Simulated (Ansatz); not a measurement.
## Ionic part of the dielectric constant of BP at 4 GPa, mode by mode

The calculation used DFT PBE, scalar-relativistic, plane waves, PAW (Ansatz 0.2.0). Settings: 420 eV plane-wave cutoff, Γ-centred 10×10×10 mesh, fixed occupations. No spin polarisation. Phonons by linear response, acoustic sum rule imposed.

Symmetry: F-43m, No. 216, cubic system. The conventional cell has a = 4.513 Å, b = 4.513 Å, c = 4.513 Å, α = 90.00°, β = 90.00°, γ = 90.00°. B (site symmetry -43m) has 4 P at 1.95 Å as nearest neighbours. P (site symmetry -43m) is surrounded by 4 B at 1.95 Å.

The primitive cell has V = 22.98 Å³ and ε∞,xx = 9.147. Each polar mode adds Δε = (4.92064×10⁷/V)·S/ν² along x, with S its oscillator strength in e²/amu, ν in cm⁻¹ and V in Å³.

**Question.** From these modes, find each Δε and ε0,xx.
```
ν (cm⁻¹) S_xx (e²/amu)
   818.7        0.04037
```

**Answer.**
```csv
ν (cm⁻¹),Δε
818.7,0.13
```

The sum is 0.129, so ε0,xx = 9.28; the run's tensor has 9.28.

**Question.** Where do the longitudinal modes lie for a wave vector along x?

**Answer.** At 824 cm⁻¹. The Lyddane–Sachs–Teller product Π(ν_LO/ν_TO)² = 1.01 matches ε0/ε∞ = 1.01.

Cost: 1 run of about 0.37 core-minutes, on Intel Xeon Platinum 8375C (Ice Lake) (shared hosts).

Static screening in BP is almost entirely electronic: the lattice adds only 0.13 to an ε∞ of 9.147. Boron and phosphorus have similar electronegativities, so their sp³ bonds are strongly covalent and a relative displacement of the two sublattices creates little dipole, hence the small oscillator strength. The stiff bonds and light boron atom also put the optical mode at 818.7 cm⁻¹. Of these two, only the stiffness suppresses the ionic term further, because the reduced mass cancels between the oscillator strength and the squared frequency.

The narrow gap between the transverse mode and the longitudinal one at 824 cm⁻¹ has the same origin: the macroscopic field that stiffens the longitudinal vibration is driven by a small dynamical charge and screened by a large electronic polarisability. Long-range polar (Fröhlich) scattering of carriers should therefore be weak, although this says nothing about deformation-potential scattering. Because the oscillator strength depends on the square of the dynamical charge, it cannot show which of the two atoms carries the negative one, a question that nominal ionic charges do not safely settle in so covalent a compound.
